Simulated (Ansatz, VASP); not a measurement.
This is a calculation of Os (Osmium) for VASP 6.6.1. 

INCAR

```
PREC = Accurate
ENCUT = 600
EDIFF = 1E-7
ISMEAR = -1
SIGMA = 0.05
LREAL = False
LASPH = True
NELM = 100
ALGO = Fast
ISIF = 3
LWAVE = False
LCHARG = False
GGA = PE
IVDW = 12
IBRION = 2
NSW = 40
EDIFFG = -0.01
```

KPOINTS

```
Automatic mesh
0
Gamma
  11 11 6
```

File POSCAR:

```
Os
1.0
    2.7341000000      0.0000000000      0.0000000000
   -1.3670500000      2.3678000565      0.0000000000
    0.0000000000      0.0000000000      4.3197000000
Os
2
Direct
    0.6666666667      0.3333333333      0.7500000000
    0.3333333333      0.6666666667      0.2500000000
```

Potentials or basis: VASP PAW PBE potentials, release 64 (Os).

The run is started by

```console
$ cat potpaw_PBE.64/Os/POTCAR > POTCAR
$ mpirun -np 1 vasp_std > vasp.out
```

Question: Translate it to Ansatz 0.2.0. Potentials or basis there: all-electron LAPW, scalar-relativistic.

Answer: As run (cutoffs and basis follow the program's own potentials, and thresholds, step limits or extra output files can differ):

File input.yaml:

```yaml
crystal:
  lattice:
    - [2.7341, 0.0, 0.0]
    - [-1.36705, 2.3678000565, 0.0]
    - [0.0, 0.0, 4.3197]
  atoms:
    - { symbol: Os, position: [0.6666666667, 0.3333333333, 0.75] }
    - { symbol: Os, position: [0.3333333333, 0.6666666667, 0.25] }
kpoints:
  mp_grid: { grid: [11, 11, 6] }
scf:
  occupations: { method: fermi_dirac, width: 0.05 }
hamiltonian:
  xc: pbe
  dispersion: d3bj
  pseudopotentials: { kind: all_electron, lapw: { basis_error: 0.001 } }
output:
  forces: true
  stress: true
relax:
  f_tol: 0.005
  max_steps: 60
  cell: {}
```

Potentials or basis: all-electron LAPW, scalar-relativistic.

Command:

```sh
$ ansatz run input.yaml --threads 1 --pin off --max-ram 3072MiB --backend cpu --events-out ev --progress --plain --runs-dir out
```

Both were run:

|  | VASP | Ansatz |
| --- | --- | --- |
| Relaxed volume | 14.02 Å³/atom | 14.02 Å³/atom |
| Relaxed cell | a = 2.737 Å, b = 2.737 Å, c = 4.324 Å, α = 90.00°, β = 90.00°, γ = 120.00° | a = 2.736 Å, b = 2.736 Å, c = 4.325 Å, α = 90.00°, β = 90.00°, γ = 120.00° |
| Space group after relaxing | P6_3/mmc (No. 194) | P6_3/mmc (No. 194) |
| Pressure after relaxing | 0.0 GPa | 0.0 GPa |

Where Ansatz's input types no cutoff or centring, it takes its own default and a Γ-centred mesh.

Pressure is positive in compression.
